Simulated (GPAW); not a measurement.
# Pb (P6_3/mmc) in GPAW: notebook

Aim: see how the results for Pb move with the level of theory and the settings. Levels: PBE, PBEsol. Tasks: relaxation of cell and atoms.

Everything below comes from runs of GPAW 26.7.0. Logs are shortened: lines on timing, memory, paths and dates and some standing lists are left out, and cuts for length are marked. The log counts tension as positive stress, the text compression.

### 1 The structure

Symmetry: P6_3/mmc, No. 194, hexagonal system. The conventional cell has a = 3.480 Å, b = 3.480 Å, c = 5.590 Å, α = 90.00°, β = 90.00°, γ = 120.00°. Around Pb (site symmetry -6m2) lie 12 Pb at 3.44 to 3.48 Å.

This isn't the form of Pb at room conditions, which is fcc.

### 2 Relaxation of cell and atoms, PBE

run.py

```python
from ase import Atoms
from ase.filters import FrechetCellFilter
from ase.io import write
from ase.optimize import BFGS
from gpaw import GPAW, PW

atoms = Atoms(['Pb', 'Pb'],
              cell=[[3.48, 0.0, 0.0],
                    [-1.74, 3.0137684052, 0.0],
                    [0.0, 0.0, 5.59]],
              scaled_positions=[[0.6666666667, 0.3333333333, 0.75],
                                [0.3333333333, 0.6666666667, 0.25]],
              pbc=True)

calc = GPAW(mode=PW(600),
            xc='PBE',
            kpts={'size': (7, 7, 4), 'gamma': True},
            occupations={'name': 'fermi-dirac', 'width': 0.05},
            nbands=24,
            convergence={'density': 1e-05, 'forces': 0.0001},
            maxiter=150,
            txt='gpaw.txt')
atoms.calc = calc
opt = BFGS(FrechetCellFilter(atoms), trajectory='relax.traj', logfile='-')
done = opt.run(fmax=0.02, steps=60)
calc.write('gs.gpw')
write('result.traj', atoms)
print('Converged:', done)
print('Cell:', atoms.cell.cellpar().round(4))
print('Volume:', round(atoms.get_volume(), 4))
print(atoms.get_scaled_positions().round(5))
```

Potentials or basis: GPAW PAW data sets (gpaw-data 1.2.1), pw.

Command:

```console
$ OMP_NUM_THREADS=1 python run.py
```

gpaw.txt:

```text
__  _  _
 | _ |_)|_||  |
 |__||  | ||/\| - 26.7.0

Input parameters:
  mode=PW(ecut=600.0),
  convergence={'density': 1e-05, 'forces': 0.0001},
  kpts=MonkhorstPack(size=(7, 7, 4), gamma=True),
  maxiter=150,
  nbands=24,
  occupations=Occupations(name='fermi-dirac', width=0.05),
  xc=XC(name='PBE')

Diagonalizing LCAO Hamiltonian
Converting LCAO to pw mode

           Pb

        Pb

Atoms  # Å, Bohr magnetons
|   | symbol |         x |        y |        z |    initial magnetic moments |
|---|--------|-----------|----------|----------|-----------------------------|
| 0 |     Pb |  1.740000 | 1.004589 | 4.192500 | ( 0.0000,  0.0000,  0.0000) |
| 1 |     Pb | -0.000000 | 2.009179 | 1.397500 | ( 0.0000,  0.0000,  0.0000) |

Unit cell  # Å
| periodic |         x |        y |        z |  lengths |     angles |
|----------|-----------|----------|----------|----------|------------|
|      yes |  3.480000 | 0.000000 | 0.000000 | 3.480000 |  90.000000 |
|      yes | -1.740000 | 3.013768 | 0.000000 | 3.480000 |  90.000000 |
|      yes |  0.000000 | 0.000000 | 5.590000 | 5.590000 | 120.000000 |

Number of symmetries: 12
Symmetry operations  # r_c * U_cc + t_c -> r_c
|    | kind |            matrix            |
|----|------|------------------------------|
|  0 |  σ   |  1, 1, 0,  0,-1, 0,  0, 0, 1 |
|  1 |  S6  |  1, 1, 0, -1, 0, 0,  0, 0,-1 |
|  2 |  E   |  1, 0, 0,  0, 1, 0,  0, 0, 1 |
|  3 |  C2  |  1, 0, 0, -1,-1, 0,  0, 0,-1 |
|  4 |  C2  |  0, 1, 0,  1, 0, 0,  0, 0,-1 |
|  5 |  C3  |  0, 1, 0, -1,-1, 0,  0, 0, 1 |
|  6 |  S6  |  0,-1, 0,  1, 1, 0,  0, 0,-1 |
|  7 |  σ   |  0,-1, 0, -1, 0, 0,  0, 0, 1 |
|  8 |  σ   | -1, 0, 0,  1, 1, 0,  0, 0, 1 |
[... 173 lines left out ...]
Stress tensor  # eV/Ang^3
|         x |         y |         z |
|-----------|-----------|-----------|
| -0.023900 | -0.000000 |  0.000000 |
| -0.000000 | -0.023900 | -0.000000 |
|  0.000000 | -0.000000 | -0.018193 |

Forces  # eV/Ang
|       x |        y |        z |
|---------|----------|----------|
| 0.00000 |  0.00000 |  0.00003 |  # Pb   0
| 0.00000 | -0.00000 | -0.00003 |  # Pb   1

Interpolating wave functions to new cell

           Pb

        Pb

Atoms  # Å, Bohr magnetons
|   | symbol |         x |        y |        z |    initial magnetic moments |
|---|--------|-----------|----------|----------|-----------------------------|
| 0 |     Pb |  1.748729 | 1.009629 | 4.208501 | ( 0.0000,  0.0000,  0.0000) |
| 1 |     Pb | -0.000000 | 2.019259 | 1.402833 | ( 0.0000,  0.0000,  0.0000) |

Unit cell  # Å
| periodic |         x |        y |        z |  lengths |     angles |
|----------|-----------|----------|----------|----------|------------|
|      yes |  3.497459 | 0.000000 | 0.000000 | 3.497459 |  90.000000 |
|      yes | -1.748729 | 3.028888 | 0.000000 | 3.497459 |  90.000000 |
|      yes | -0.000000 | 0.000000 | 5.611335 | 5.611335 | 120.000000 |

[... 403 lines left out ...]
Stress tensor  # eV/Ang^3
|         x |         y |         z |
|-----------|-----------|-----------|
| -0.002304 |  0.000000 |  0.000000 |
|  0.000000 | -0.002304 |  0.000000 |
|  0.000000 |  0.000000 | -0.000071 |

Forces  # eV/Ang
|       x |       y |        z |
|---------|---------|----------|
| 0.00000 | 0.00000 |  0.00001 |  # Pb   0
| 0.00000 | 0.00000 | -0.00001 |  # Pb   1

Interpolating wave functions to new cell

           Pb
[... 142 lines left out ...]
SCF iterations
|iter     | |      energy | eigst |  dens |force |
|---------|-|-------------|-------|-------|------|
|iter:   1| |   -7.599528 | -2.08 |       |      |
|iter:   2| |   -7.598932 | -4.01 | -2.43 |      |
|iter:   3| |   -7.595988c| -3.80 | -2.47 |      |
|iter:   4| |   -7.596004c| -4.82 | -3.14 |      |
|iter:   5| |   -7.596054c| -4.95 | -3.46 |      |
|iter:   6| |   -7.596055c| -6.93 | -4.36 |      |
|iter:   7| |   -7.596055c| -8.10c| -4.90 |      |
|iter:   8| |   -7.596055c| -8.88c| -5.56c|      |
|iter:   9| |   -7.596055c| -9.55c| -5.98c|-3.60 |
|iter:  10| |   -7.596055c|-10.23c| -6.62c|-5.26c|

Converged in 10 steps
Energy contributions relative to reference atoms: (reference = -1134548.926728)

Energy contributions:
  Kinetic:          15.080166
  Coulomb:         -15.554443
  Zero:              0.005457
  External:          0.000000
  Xc:               -7.122767
  Entropy:          -0.008936
  Spinorbit:         0.000000
  ----------------------------
  Free energy:      -7.600522
  Extrapolated:     -7.596055
[... 31 lines left out ...]
Stress tensor  # eV/Ang^3
|         x |         y |         z |
|-----------|-----------|-----------|
| -0.000712 |  0.000000 |  0.000000 |
|  0.000000 | -0.000712 | -0.000000 |
|  0.000000 | -0.000000 |  0.001210 |

Forces  # eV/Ang
|       x |       y |        z |
|---------|---------|----------|
| 0.00000 | 0.00000 |  0.00002 |  # Pb   0
| 0.00000 | 0.00000 | -0.00002 |  # Pb   1

Interpolating wave functions to new cell

           Pb
[... 219 lines left out ...]
Atoms  # Å, Bohr magnetons
|   | symbol |         x |        y |        z |    initial magnetic moments |
|---|--------|-----------|----------|----------|-----------------------------|
| 0 |     Pb |  1.789149 | 1.032966 | 4.270169 | ( 0.0000,  0.0000,  0.0000) |
| 1 |     Pb | -0.000000 | 2.065932 | 1.423386 | ( 0.0000,  0.0000,  0.0000) |

Unit cell  # Å
| periodic |         x |        y |         z |  lengths |     angles |
|----------|-----------|----------|-----------|----------|------------|
|      yes |  3.578298 | 0.000000 | -0.000000 | 3.578298 |  90.000000 |
|      yes | -1.789149 | 3.098897 | -0.000000 | 3.578298 |  90.000000 |
|      yes |  0.000000 | 0.000000 |  5.693554 | 5.693554 | 120.000000 |

Number of symmetries: 12
Symmetry operations  # r_c * U_cc + t_c -> r_c
|    | kind |            matrix            |
|----|------|------------------------------|
|  0 |  σ   |  1, 1, 0,  0,-1, 0,  0, 0, 1 |
|  1 |  S6  |  1, 1, 0, -1, 0, 0,  0, 0,-1 |
|  2 |  E   |  1, 0, 0,  0, 1, 0,  0, 0, 1 |
|  3 |  C2  |  1, 0, 0, -1,-1, 0,  0, 0,-1 |
|  4 |  C2  |  0, 1, 0,  1, 0, 0,  0, 0,-1 |
|  5 |  C3  |  0, 1, 0, -1,-1, 0,  0, 0, 1 |
|  6 |  S6  |  0,-1, 0,  1, 1, 0,  0, 0,-1 |
|  7 |  σ   |  0,-1, 0, -1, 0, 0,  0, 0, 1 |
|  8 |  σ   | -1, 0, 0,  1, 1, 0,  0, 0, 1 |
[... 169 lines left out ...]
No gap
No difference between direct/indirect transitions

Stress tensor  # eV/Ang^3
|         x |         y |        z |
|-----------|-----------|----------|
|  0.000067 | -0.000000 | 0.000000 |
| -0.000000 |  0.000067 | 0.000000 |
|  0.000000 |  0.000000 | 0.001230 |

Forces  # eV/Ang
|        x |        y |        z |
|----------|----------|----------|
| -0.00000 | -0.00000 |  0.00002 |  # Pb   0
|  0.00000 |  0.00000 | -0.00002 |  # Pb   1
[... 418 lines left out ...]
No gap
No difference between direct/indirect transitions

Stress tensor  # eV/Ang^3
|        x |         y |        z |
|----------|-----------|----------|
| 0.000183 | -0.000000 | 0.000000 |
| 0.000000 |  0.000183 | 0.000000 |
| 0.000000 |  0.000000 | 0.000183 |

Forces  # eV/Ang
|        x |        y |        z |
|----------|----------|----------|
| -0.00000 |  0.00000 |  0.00002 |  # Pb   0
|  0.00000 | -0.00000 | -0.00002 |  # Pb   1

# Writing to gs.gpw (mode='')
```

It took 4.8 min on 1 thread of Arm Neoverse N1, shared host; peak memory 0.28 GiB.

What came out:

- Free energy: -7.6008 eV
- Relaxed volume: 31.54 Å³/atom
- Relaxed cell: a = 3.581 Å, b = 3.581 Å, c = 5.678 Å, α = 90.00°, β = 90.00°, γ = 120.00°
- Space group after relaxing (to 0.05 Å): P6_3/mmc (No. 194)
- Energy gained by relaxing: 22.4 meV/atom
- Ionic steps: 8
- Pressure after relaxing: 0.0 GPa
- Band gap on the k mesh: none (metal or under the smearing width)

Step by step:
```csv
step,energy change (eV),largest force (eV/Å),pressure (GPa),volume (Å³)
1,0.0000,0.0000,3.52,58.63
2,-0.0161,0.0000,2.74,59.44
3,-0.0443,0.0000,0.25,62.62
4,-0.0445,0.0000,0.01,62.99
5,-0.0446,0.0000,-0.03,63.06
6,-0.0446,0.0000,-0.07,63.13
7,-0.0447,0.0000,-0.07,63.14
8,-0.0448,0.0000,-0.03,63.08
```

Final structure:
```
CELL_PARAMETERS angstrom
3.58147 0.00000 0.00000
-1.79074 3.10165 0.00000
0.00000 0.00000 5.67831
ATOMIC_POSITIONS crystal
Pb 0.66667 0.33333 0.75000
Pb 0.33333 0.66667 0.25000
```

Levels at points of the mesh, in eV from the Fermi level:
```csv
k point,band 11,band 12,band 13,band 14,band 15,band 16,band 17,band 18
"(0.00, 0.00, 0.00)",-11.57,-7.90,-4.09,4.87,4.87,6.65,6.65,7.54
"(0.00, 0.00, 0.50)",-10.36,-10.36,0.88,0.88,5.72,5.72,5.72,5.72
```

Caveat: later steps reuse the first step's grids. The run has no spin-orbit coupling, so splittings on Pb are missing.

### 3 Relaxation of cell and atoms, PBEsol, target pressure 5 GPa, at which the enthalpy is minimised

run.py

```python
from ase.filters import FrechetCellFilter
from ase.io import read, write
from ase.optimize import BFGS
from ase.units import GPa
from gpaw import GPAW, PW, setup_paths

setup_paths.insert(0, '.')

atoms = read('Pb.xyz')

calc = GPAW(mode=PW(600),
            xc='PBEsol',
            kpts={'size': (9, 9, 5), 'gamma': True},
            occupations={'name': 'fermi-dirac', 'width': 0.05},
            nbands=24,
            convergence={'density': 1e-05, 'forces': 0.0001},
            maxiter=150,
            txt='gpaw.txt')
atoms.calc = calc
opt = BFGS(FrechetCellFilter(atoms, scalar_pressure=5 * GPa), trajectory='relax.traj', logfile='-')
done = opt.run(fmax=0.02, steps=60)
calc.write('gs.gpw')
write('result.traj', atoms)
print('Converged:', done)
print('Cell:', atoms.cell.cellpar().round(4))
print('Volume:', round(atoms.get_volume(), 4))
print(atoms.get_scaled_positions().round(5))
```

Pb.xyz

```xyz
2
Lattice="3.4800000000 0.0000000000 0.0000000000 -1.7400000000 3.0137684052 0.0000000000 0.0000000000 0.0000000000 5.5900000000" Properties=species:S:1:pos:R:3 pbc="T T T"
Pb     1.7400000002      1.0045894683      4.1925000000
Pb    -0.0000000002      2.0091789369      1.3975000000
```

Potentials or basis: PAW data sets generated in the run's folder for this functional, pw.

Command:

```console
$ gpaw-setup -f PBEsol Pb
$ OMP_NUM_THREADS=1 python run.py
```

Run time: 3.5 min. Hardware: 1 thread of Arm Neoverse V1, shared host; peak memory 0.37 GiB.

The run converged. Its results:

* Free energy: -8.4134 eV
* Relaxed volume: 27.32 Å³/atom
* Relaxed cell: a = 3.335 Å, b = 3.335 Å, c = 5.670 Å, α = 90.00°, β = 90.00°, γ = 120.00°
* Space group after relaxing (to 0.05 Å): P6_3/mmc (No. 194)
* Energy change on relaxing (the enthalpy is what falls): +18.5 meV/atom
* Ionic steps: 7
* Pressure after relaxing: 5.0 GPa
* Band gap on the k mesh: none (metal or under the smearing width)

The path:
```csv
step,energy change (eV),largest force (eV/Å),pressure (GPa),volume (Å³)
1,0.0000,0.0000,0.75,58.63
2,0.0015,0.0000,1.58,57.66
3,0.0868,0.0000,6.72,53.37
4,0.0534,0.0000,5.41,54.28
5,0.0473,0.0000,5.21,54.43
6,0.0349,0.0000,4.86,54.70
7,0.0370,0.0000,4.95,54.63
```

Final structure:
```xyz
2
Lattice="3.3354 0.0000 0.0000 -1.6677 2.8885 0.0000 0.0000 0.0000 5.6705" Properties=species:S:1:pos:R:3 pbc="T T T"
Pb    1.6677    0.9628    4.2529
Pb    0.0000    1.9257    1.4176
```

Levels at points of the mesh, in eV from the Fermi level:
| k point | band 10 | band 11 | band 12 | band 13 | band 14 | band 15 | band 16 | band 17 | band 18 | band 19 |
| --- | --- | --- | --- | --- | --- | --- | --- | --- | --- | --- |
| (0.00, 0.00, 0.00) | -16.58 | -12.30 | -8.38 | -4.69 | 6.82 | 6.82 | 7.63 | 8.70 | 8.70 | 9.74 |

Caveat: later steps reuse the first step's grids. The run has no spin-orbit coupling, so splittings on Pb are missing.
